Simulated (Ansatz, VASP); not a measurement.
## MgO in VASP and in Ansatz

```
CELL_PARAMETERS angstrom
3.19062 0.00000 0.00000
-1.59531 2.76316 0.00000
0.00000 0.00000 10.22575
ATOMIC_POSITIONS crystal
Mg 0.33333 0.66667 0.96949
Mg 0.00000 0.00000 0.22082
Mg 0.00000 0.00000 0.72082
Mg 0.66667 0.33333 0.46949
O 0.33333 0.66667 0.78004
O 0.00000 0.00000 0.52964
O 0.00000 0.00000 0.02964
O 0.66667 0.33333 0.28004
```

Alike in both runs: task single point; functional PBE; k mesh 9 × 9 × 4; occupations gaussian, width 0.05 eV; no spin polarisation.

```csv
,VASP,Ansatz
version,VASP 6.6.1,Ansatz 0.2.0
potentials or method,"VASP PAW PBE potentials, release 64 (Mg, O)","scalar-relativistic, plane waves, PAW"
plane-wave cutoff (eV),520,520
valence electrons in the cell,32,64
```

|  | VASP | Ansatz | Ansatz less VASP |
| --- | --- | --- | --- |
| gap on the k mesh at the Fermi level (eV) | 3.92 | 3.94 | +0.017 |
| least direct gap on the mesh (eV) | 3.92 | 3.94 | +0.017 |
| pressure (GPa) | 10.9 | 11.3 | +0.34 |
| largest component of the traceless stress (GPa) | 0.31 | 0.32 | +0.008 |
| rms of the force components (eV/Å) | 0.014 | 0.014 | 0.0000 |

Atom by atom the forces differ by 0.001 eV/Å (rms over components). The two sets of potentials don't hold the same shells in valence.

Caveats: an odd mesh through Γ misses points on the zone boundary, where band edges often lie.
